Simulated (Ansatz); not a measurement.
# Bond compression in LiHF$_{2}$

```
CELL_PARAMETERS angstrom
1.46698 0.84696 4.36669
-1.46698 0.84696 4.36669
0.00000 -1.69393 4.36669
ATOMIC_POSITIONS crystal
Li 0.00000 0.00000 0.00000
H 0.50000 0.50000 0.50000
F 0.41330 0.41330 0.41330
F 0.58670 0.58670 0.58670
```

The cell is Materials Project entry mp-24199, used as a structure alone.

Its shortest bond, of 1.136 Å between atom 2 (H) and the nearest image of atom 3 (F), is scaled by moving both atoms along it, with the cell held and the other atoms too. The force apart is half the difference of the two atoms' forces along the bond; it holds the pull and push of their other neighbours too.

All numbers are LDA results (scalar-relativistic) from Ansatz 0.2.0, with a Γ-centred 8×8×8 k mesh, Fermi–Dirac smearing of 0.03 eV, no spin polarisation. Methods: LAPW: all electrons, basis error target 1 meV/atom; PAW: frozen-core files, cutoff 420 eV; PAW (cutoff 1000 eV): frozen-core files, cutoff 1000 eV.

Energies are extrapolated to zero smearing and count from the unscaled cell; pressure is positive in compression; gaps take the mesh and a band path. No temperature or zero-point motion is included.

The PAW files were made under PBE.

```tsv
bond (Å)	force apart (eV/Å)	P LAPW (GPa)	ΔE LAPW (eV/atom)	P PAW − LAPW (GPa)	ΔE PAW − LAPW (meV/atom)	force PAW − LAPW (eV/Å)
1.136	0.10	-1.91	0.000	-0.10	0.0	-0.009
0.965	3.59	4.65	0.062	-0.02	0.2	0.018
0.852	?	14.78	0.247	-0.30	-0.8	-0.135
0.795	16.76	?	0.437	-0.56	-3.9	-0.302
```

What belongs in the row "0.852", column "force apart (eV/Å)"?

10.42.

Fill in "P LAPW (GPa)" for the row "0.795".

22.7.

At the last bond length, how far does PAW (cutoff 1000 eV) lie from LAPW in pressure and in the largest force component?

PAW (cutoff 1000 eV): -0.70 GPa, 0.422 eV/Å, on a LAPW pressure of 22.7 GPa.

How do the Löwdin populations by LAPW change from the unscaled cell to the last row, on the two atoms of the bond?

H2 1s 0.57 → 0.53, F3 2s 1.85 → 1.74 electrons an atom. These are projections on the shells that the free atoms fill; 0.10 e a cell lies outside them at the start and 0.12 e at the end.
